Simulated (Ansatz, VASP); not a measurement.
InP in VASP and in Ansatz

```xyz
2
Lattice="0.0000 2.9305 2.9305 2.9305 0.0000 2.9305 2.9305 2.9305 0.0000" Properties=species:S:1:pos:R:3 pbc="T T T"
In    0.0000    0.0000    0.0000
P     4.3957    4.3957    4.3957
```

Alike in both runs: functional RPBE; k mesh 8 × 8 × 8; occupations fermi-dirac, width 0.05 eV; no spin polarisation.

|  | VASP | Ansatz |
| --- | --- | --- |
| version | VASP 6.6.1 | Ansatz 0.2.0 |
| potentials or method | VASP PAW PBE potentials, release 64 (In_d, P), cutoff 520 eV | all-electron LAPW, scalar-relativistic |
| task | single point | band structure |

|  | VASP | Ansatz | Ansatz less VASP |
| --- | --- | --- | --- |
| gap on the k mesh at the Fermi level (eV) | 0.84 | 0.85 | +0.006 |
| least direct gap on the mesh (eV) | 0.84 | 0.85 | +0.006 |
| pressure (GPa) | 5.1 | 5.2 | +0.06 |

Ansatz ran all-electron here, so the differences hold the error of VASP's frozen core and of both bases.

Caveats: spin-orbit coupling is left out, which moves the levels of the heavy elements; the PAW data sets were made with another functional, which shifts forces and pressure a little (VASP). As with any semilocal functional, this RPBE gap is likely too small.
